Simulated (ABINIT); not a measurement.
## AlN: single point with PBEsol

**Measured values to compare with.**

“Structural and optical properties of self-assembled AlN nanowires grown on SiO2/Si substrates by molecular beam epitaxy”, 2024, arxiv:2402.00216 quotes, for a bulk crystal of AlN at 0 K: band gap 6.0343 eV (an exciton energy, a little under the gap).

AlN:

```
CELL_PARAMETERS angstrom
3.11300 0.00000 0.00000
-1.55650 2.69594 0.00000
0.00000 0.00000 4.98100
ATOMIC_POSITIONS crystal
Al 0.66667 0.33333 0.50000
Al 0.33333 0.66667 0.00000
N 0.66667 0.33333 0.88000
N 0.33333 0.66667 0.38000
```

```json
{"Program": "ABINIT 10.8.3 (patched build)", "Task": "single point", "Functional": "PBEsol", "Potentials or basis": "PseudoDojo NC SR PBEsol v0.4 stringent", "Cutoff": "980 eV", "k mesh": "8 × 8 × 4", "Occupations": "fermi-dirac, width 0.05 eV", "Spin": "no spin polarisation"}
```

```yaml
Pressure: -0.3 GPa
Largest_force: 0.132 eV/Å
Band_gap_on_the_k_mesh: 4.14 eV, direct
Valence_electrons_inside_the_program's_atomic_spheres: Al 1.11; N 5.35
```

Forces in eV/Å, atoms in the order of the input:
```
Al   0.000  0.000 -0.132
Al   0.000  0.000 -0.132
N    0.000  0.000  0.132
N    0.000  0.000  0.132
```

Stress tensor (GPa, compression positive):
```
-0.82  0.00  0.00
 0.00 -0.82  0.00
 0.00  0.00  0.71
```

Levels at points of the mesh, in eV from the valence-band top:
| k point | band 5 | band 6 | band 7 | band 8 | band 9 | band 10 | band 11 | band 12 |
| --- | --- | --- | --- | --- | --- | --- | --- | --- |
| (0.00, 0.00, 0.00) | -0.84 | -0.18 | -0.18 | 0.00 | 4.14 | 6.57 | 10.71 | 11.07 |
| (0.50, 0.00, 0.00) | -3.37 | -2.08 | -1.80 | -0.66 | 5.69 | 5.70 | 8.10 | 10.66 |
| (0.00, 0.00, 0.50) | -0.52 | -0.52 | -0.52 | -0.52 | 6.38 | 6.38 | 10.22 | 10.22 |
| (0.50, 0.00, 0.50) | -1.45 | -1.45 | -1.37 | -1.37 | 5.20 | 5.20 | 9.19 | 9.19 |

It took 30 s on 1 thread of Arm Neoverse V1, with other jobs on the host, peak memory 0.08 GiB.

Against the measured gap of AlN, 6.0343 eV (an exciton energy, a little under the gap; 0 K; quoted in “Structural and optical properties of self-assembled AlN nanowires grown on SiO2/Si substrates by molecular beam epitaxy”, 2024, arxiv:2402.00216), the calculated 4.14 eV is off by -1.90 eV. 2 values of this kind are on record (6.034 to 6.0343 eV); this one was drawn at random. The value is that of PBEsol, without temperature or zero-point motion. Semilocal functionals fall short of measured gaps as a rule.
